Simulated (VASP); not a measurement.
# TePb (Fm-3m) in VASP: further runs, part 2 of 2

VASP 6.6.1. Earlier steps stand in the parts before.

## 5. Relaxation of cell and atoms, r2SCAN, target pressure 0.85 GPa, at which the enthalpy is minimised

This run uses another cell than the first one, of 33.73 Å³/atom, 0.979 times its volume.

POSCAR

```
TePb
1.0
    0.0000000000      3.2310000000      3.2310000000
    3.2310000000      0.0000000000      3.2310000000
    3.2310000000      3.2310000000      0.0000000000
Te Pb
1 1
Direct
    0.5000000000      0.5000000000      0.5000000000
    0.0000000000      0.0000000000      0.0000000000
```

INCAR.step1

```
PREC     = Accurate       # precision mode
ENCUT    = 550            # plane-wave cutoff, eV
ISMEAR   = 0              # smearing method
SIGMA    = 0.1            # smearing width, eV
LREAL    = F              # projectors in reciprocal space
LASPH    = T              # aspherical terms in the spheres
NELM     = 120            # most SCF steps
GGA      = PE             # functional
ALGO     = Normal         # electronic algorithm
EDIFF    = 1E-5           # SCF threshold, eV
LWAVE    = T              # write WAVECAR
LCHARG   = F              # write CHGCAR
GGA_COMPAT= F            
IBRION   = 2              # ionic algorithm
ISIF     = 3              # what is computed and relaxed
EDIFFG   = -0.005         # ionic threshold
NELMIN   = 4            
NSW      = 100            # ionic steps
```

INCAR.step2

```
PREC     = Accurate       # precision mode
ENCUT    = 550            # plane-wave cutoff, eV
EDIFF    = 1E-7           # SCF threshold, eV
ISMEAR   = 0              # smearing method
SIGMA    = 0.1            # smearing width, eV
LREAL    = F              # projectors in reciprocal space
LASPH    = T              # aspherical terms in the spheres
NELM     = 120            # most SCF steps
ALGO     = Normal         # electronic algorithm
ISIF     = 3              # what is computed and relaxed
LWAVE    = F              # write WAVECAR
LCHARG   = F              # write CHGCAR
METAGGA  = R2SCAN         # meta-GGA
LMIXTAU  = T            
IBRION   = 2              # ionic algorithm
NSW      = 80             # ionic steps
EDIFFG   = -0.05          # ionic threshold
PSTRESS  = 8.5          
ISTART   = 1            
GGA_COMPAT= F            
NELMIN   = 4
```

KPOINTS

```
Automatic mesh
0
Gamma
  6 6 6
```

Potentials or basis: VASP PAW PBE potentials, release 64 (Te, Pb_d).

Launch:

```sh
cat potpaw_PBE.64/Te/POTCAR potpaw_PBE.64/Pb_d/POTCAR > POTCAR
cp INCAR.step1 INCAR
mpirun -np 1 vasp_std > vasp.out
cp INCAR.step2 INCAR
mpirun -np 1 vasp_std > vasp.out
```

OUTCAR:

```text
PREC = Accurate
   ENCUT = 550
   EDIFF = 1E-7
   ISMEAR = 0
   LREAL = F
   LASPH = T
   NELM = 120
   ISIF = 3
   METAGGA = R2SCAN
   IBRION = 2
   NSW = 80
   EDIFFG = -0.05
   PSTRESS = 8.5
   ISTART = 1
   NELMIN = 4

 ion  position               nearest neighbor table
   1  0.500  0.500  0.500-   2 3.23   2 3.23   2 3.23   2 3.23   2 3.23   2 3.23
   2  0.000  0.000  0.000-   1 3.23   1 3.23   1 3.23   1 3.23   1 3.23   1 3.23

  LATTYP: Found a face centered cubic cell.
 ALAT       =     6.4620000000

  Lattice vectors:

 A1 = (   0.0000000000,   3.2310000000,   3.2310000000)
 A2 = (   3.2310000000,   0.0000000000,   3.2310000000)
 A3 = (   3.2310000000,   3.2310000000,   0.0000000000)

Analysis of symmetry for initial positions (statically):
=====================================================================
 Subroutine PRICEL returns:
 Original cell was already a primitive cell.

 Routine SETGRP: Setting up the symmetry group for a
 face centered cubic supercell.

 Subroutine GETGRP returns: Found 48 space group operations
 (whereof 48 operations were pure point group operations)
[... 145 lines left out ...]

--------------------------------------- Ionic step        1  -------------------------------------------

 number of electron      20.0000003 magnetization

 Free energy of the ion-electron system (eV)
  ---------------------------------------------------
  ext. energy  EPLUGINS =         0.00000000
  ---------------------------------------------------
  free energy    TOTEN  =       -82.69511536 eV

  energy without entropy =      -82.69511536  energy(sigma->0) =      -82.69511536

------------------------ aborting loop because EDIFF is reached ----------------------------------------

  FORCE on cell =-STRESS in cart. coord.  units (eV):
  Direction    XX          YY          ZZ          XY          YZ          ZX
  --------------------------------------------------------------------------------------
  -------------------------------------------------------------------------------------
  Total        0.6501344      0.6501344      0.6501344      0.0000000      0.0000000     -0.0000000
  in kB       15.4409086     15.4409086     15.4409086      0.0000000      0.0000000     -0.0000000
  external PRESSURE =       6.9409086 kB  Pullay stress =       8.5000000 kB
[... 63 lines left out ...]
--------------------------------------- Ionic step        3  -------------------------------------------

 number of electron      20.0000003 magnetization

 Free energy of the ion-electron system (eV)
  ---------------------------------------------------
  ext. energy  EPLUGINS =         0.00000000
  ---------------------------------------------------
  free energy    TOTEN  =       -82.70244165 eV

  energy without entropy =      -82.70244165  energy(sigma->0) =      -82.70244165

 E-fermi :   5.8155     XC(G=0):  -9.7464

 val. band max:        5.3236120994   @ k =   0.5000   0.0000   0.0000
 cond. band min:       6.3764559378   @ k =   0.5000   0.0000   0.0000
 fundamental gap:      1.0528438384
 Fermi energy:         5.8155419830

 k-point     1 :       0.0000    0.0000    0.0000
  band No.  band energies     occupation
      1     -12.0282      2.00000
      2     -12.0282      2.00000
      3     -12.0173      2.00000
      4     -12.0173      2.00000
      5     -12.0173      2.00000
      6      -7.0689      2.00000
      7      -0.3486      2.00000
      8       3.8860      2.00000
      9       3.8860      2.00000
     10       3.8860      2.00000
     11       9.6577      0.00000
     12       9.6577      0.00000
     13       9.6577      0.00000
     14      11.5387      0.00000
[... 286 lines left out ...]
  energy  without entropy=      -82.7024416498  energy(sigma->0) =      -82.70244165

  enthalpy is  TOTEN    =       -82.3393283798 eV   P V=        0.3631132699

 reached required accuracy - stopping structural energy minimisation
```

OUTCAR.step1:

```text
PREC = Accurate
   ENCUT = 550
   ISMEAR = 0
   LREAL = F
   LASPH = T
   NELM = 120
   GGA = PE
   EDIFF = 1E-5
   IBRION = 2
   ISIF = 3
   EDIFFG = -0.005
   NELMIN = 4
[... 272 lines left out ...]
      1     -11.6365      2.00000
      2     -11.6365      2.00000
      3     -11.6307      2.00000
      4     -11.6307      2.00000
      5     -11.6307      2.00000
      6      -6.6138      2.00000
      7      -0.6990      2.00000
      8       3.8496      2.00000
      9       3.8496      2.00000
     10       3.8496      2.00000
     11       9.0361      0.00000
     12       9.0361      0.00000
     13       9.0361      0.00000
     14      10.9209      0.00000
[... 282 lines left out ...]
  FREE ENERGIE OF THE ION-ELECTRON SYSTEM (eV)
  ---------------------------------------------------
  free  energy   TOTEN  =        -7.5230187405 eV

  energy  without entropy=       -7.5230187404  energy(sigma->0) =       -7.52301874

 reached required accuracy - stopping structural energy minimisation
```

OSZICAR.step1:

```text
N       E                     dE             d eps       ncg     rms          rms(c)
DAV:   1     0.159572102157E+03    0.15957E+03   -0.96714E+03   448   0.145E+03
DAV:   2     0.444885443318E+01   -0.15512E+03   -0.15185E+03   478   0.356E+02
DAV:   3    -0.730367693481E+01   -0.11753E+02   -0.11451E+02   598   0.102E+02
[... 20 lines left out ...]
DAV:   2    -0.752872747002E+01    0.33471E-01   -0.68745E-02   544   0.475E+00    0.390E-01
DAV:   3    -0.752294471451E+01    0.57828E-02   -0.25084E-02   556   0.262E+00    0.775E-02
DAV:   4    -0.752299028007E+01   -0.45566E-04   -0.41079E-04   448   0.208E-01    0.596E-02
DAV:   5    -0.752301923011E+01   -0.28950E-04   -0.10554E-04   514   0.975E-02    0.150E-02
DAV:   6    -0.752301874050E+01    0.48961E-06   -0.78402E-06   224   0.513E-02
   3 F= -.75230187E+01 E0= -.75230187E+01  d E =-.210378E-01
```

Wall time 4.9 min (1 thread of Intel Xeon 6975P-C, shared host); peak memory 0.24 GiB.

Results:

```
Free energy                                            : -82.7024 eV
Relaxed volume                                         : 34.22 Å³/atom
Relaxed cell                                           : a = 4.591 Å, b = 4.591 Å, c = 4.591 Å, α = 60.00°, β = 60.00°, γ = 60.00°
Space group after relaxing (to 0.05 Å)                 : Fm-3m (No. 225)
Energy change on relaxing (the enthalpy is what falls) : -3.7 meV/atom
Ionic steps                                            : 3
Pressure after relaxing                                : 0.9 GPa
Band gap on the k mesh                                 : 1.05 eV, direct
```

The path:
```
step  energy change (eV)  largest force (eV/Å)  pressure (GPa)  volume (Å³)
   1              0.0000                0.0000            1.54        67.46
   2             -0.0093                0.0000            0.55        68.90
   3             -0.0073                0.0000            0.85        68.44
```

Final structure:
```
Te Pb
1.0
     0.00000    3.24664    3.24664
     3.24664    0.00000    3.24664
     3.24664    3.24664    0.00000
Te Pb
1 1
Direct
  0.50000 0.50000 0.50000
  0.00000 0.00000 0.00000
```

Caveat: the cell is relaxed towards a set pressure, so the enthalpy falls and the energy may rise; the PAW data sets were made with another functional, which shifts forces and pressure a little; spin-orbit coupling is left out, which moves the levels of the heavy elements.

## 6. Relaxation of cell and atoms, r2SCAN, target pressure 0.85 GPa, at which the enthalpy is minimised

POSCAR

```
TePb
1.0
    0.0000000000      3.2534786206      3.2534786206
    3.2534786206      0.0000000000      3.2534786206
    3.2534786206      3.2534786206      0.0000000000
Te Pb
1 1
Direct
    0.5000000000      0.5000000000      0.5000000000
    0.0000000000      0.0000000000      0.0000000000
```

INCAR.step1

```
PREC = Accurate ; ENCUT = 550
ISMEAR = 0 ; SIGMA = 0.01
LREAL = False ; LASPH = True
NELM = 120 ; GGA = PE
ALGO = Normal ; EDIFF = 1E-5
LWAVE = True ; LCHARG = False
GGA_COMPAT = False ; IBRION = 2
ISIF = 3 ; EDIFFG = -0.005
NELMIN = 4 ; NSW = 100
```

INCAR.step2

```
PREC = Accurate ; ENCUT = 550
EDIFF = 1E-7 ; ISMEAR = 0
SIGMA = 0.01 ; LREAL = False
LASPH = True ; NELM = 120
ALGO = Normal ; ISIF = 3
LWAVE = False ; LCHARG = False
METAGGA = R2SCAN ; LMIXTAU = True
IBRION = 2 ; NSW = 80
EDIFFG = -0.002 ; PSTRESS = 8.5
ISTART = 1 ; GGA_COMPAT = False
NELMIN = 4
```

KPOINTS

```
Automatic mesh
0
Gamma
  8 8 8
```

Potentials or basis: VASP PAW PBE potentials, release 64 (Te, Pb_d).

Launch:

```sh
cat potpaw_PBE.64/Te/POTCAR potpaw_PBE.64/Pb_d/POTCAR > POTCAR
cp INCAR.step1 INCAR
mpirun -np 1 vasp_std > vasp.out
cp INCAR.step2 INCAR
mpirun -np 1 vasp_std > vasp.out
```

Run time: 7.9 min. Hardware: 1 thread of Intel Xeon 6975P-C, shared host; peak memory 0.25 GiB.

It converged, with:

```
Free energy                                            : -82.7026 eV
Relaxed volume                                         : 34.21 Å³/atom
Relaxed cell                                           : a = 4.591 Å, b = 4.591 Å, c = 4.591 Å, α = 60.00°, β = 60.00°, γ = 60.00°
Space group after relaxing (to 0.05 Å)                 : Fm-3m (No. 225)
Energy change on relaxing (the enthalpy is what falls) : +1.0 meV/atom
Ionic steps                                            : 3
Pressure after relaxing                                : 0.9 GPa
Band gap on the k mesh                                 : 1.05 eV, direct
```

Step by step:
```
step  energy change (eV)  largest force (eV/Å)  pressure (GPa)  volume (Å³)
   1              0.0000                0.0000            0.55        68.88
   2              0.0030                0.0000            0.98        68.24
   3              0.0020                0.0000            0.85        68.43
```

Final structure:
```cif
data_structure
_symmetry_space_group_name_H-M 'P 1'
_symmetry_Int_Tables_number 1
_cell_length_a 4.5911
_cell_length_b 4.5911
_cell_length_c 4.5911
_cell_angle_alpha 60.000
_cell_angle_beta 60.000
_cell_angle_gamma 60.000
_cell_volume 68.43
loop_
_atom_site_label
_atom_site_type_symbol
_atom_site_fract_x
_atom_site_fract_y
_atom_site_fract_z
_atom_site_occupancy
Te1 Te 0.50000 0.50000 0.50000 1
Pb1 Pb 0.00000 0.00000 0.00000 1
```

Levels at points of the mesh, in eV from the valence-band top:
| k point | band 6 | band 7 | band 8 | band 9 | band 10 | band 11 | band 12 | band 13 | band 14 |
| --- | --- | --- | --- | --- | --- | --- | --- | --- | --- |
| (0.00, 0.00, 0.00) | -12.39 | -5.67 | -1.44 | -1.44 | -1.44 | 4.33 | 4.33 | 4.33 | 6.21 |
| (0.50, 0.00, 0.00) | -10.92 | -8.82 | -0.97 | -0.97 | 0.00 | 1.05 | 1.45 | 1.45 | 8.93 |
| (0.50, 0.50, 0.00) | -10.66 | -7.48 | -4.58 | -2.88 | -2.88 | 3.65 | 5.77 | 5.77 | 7.09 |

Caveat: the cell is relaxed towards a set pressure, so the enthalpy falls and the energy may rise; the PAW data sets were made with another functional, which shifts forces and pressure a little; spin-orbit coupling is left out, which moves the levels of the heavy elements. A k mesh can miss the band edges.

## 7. Summary

| task | cell | k mesh | smearing | gap on the mesh (eV) | pressure (GPa) |
| --- | --- | --- | --- | --- | --- |
| single point | a = 4.601 Å, angles 60.0°, 2 atoms | 6 × 6 × 6 | gaussian 0.1 eV | 1.07 | 0.6 |
| single point | a = 4.591 Å, angles 60.0°, 2 atoms | 8 × 8 × 8 | gaussian 0.01 eV | 1.05 | 0.8 |
| single point | a = 4.591 Å, angles 60.0°, 2 atoms | 8 × 8 × 8 | gaussian 0.02 eV | 1.05 | 0.8 |
| relaxation of cell and atoms | relaxed to 0.85 GPa from a = 4.569 Å, angles 60.0°, 2 atoms | 6 × 6 × 6 | gaussian 0.1 eV | 1.05 | 0.9 |
| relaxation of cell and atoms | relaxed to 0.85 GPa from a = 4.601 Å, angles 60.0°, 2 atoms | 8 × 8 × 8 | gaussian 0.01 eV | 1.05 | 0.9 |

Alike in all rows: level r2SCAN; potentials or basis VASP PAW PBE potentials, release 64 (Te, Pb_d); no spin polarisation; cutoff (eV) 550.

Caveats: the PAW data sets were made with another functional, which shifts forces and pressure a little; spin-orbit coupling is left out, which moves the levels of the heavy elements; the cell is relaxed towards a set pressure, so the enthalpy falls and the energy may rise (some runs).

Absolute energies hang on the potentials; compare differences alone.

## 8. Comparison with measurements

Step 4. A measured gap of TePb is 0.19 eV (direct; 4.2 K; a printed reference work, monograph); the calculated 1.05 eV misses it by +0.86 eV. Spin-orbit coupling on Pb, Te is left out. The value is that of r2SCAN on a finite k mesh, which can miss the band edges, without temperature or zero-point motion.
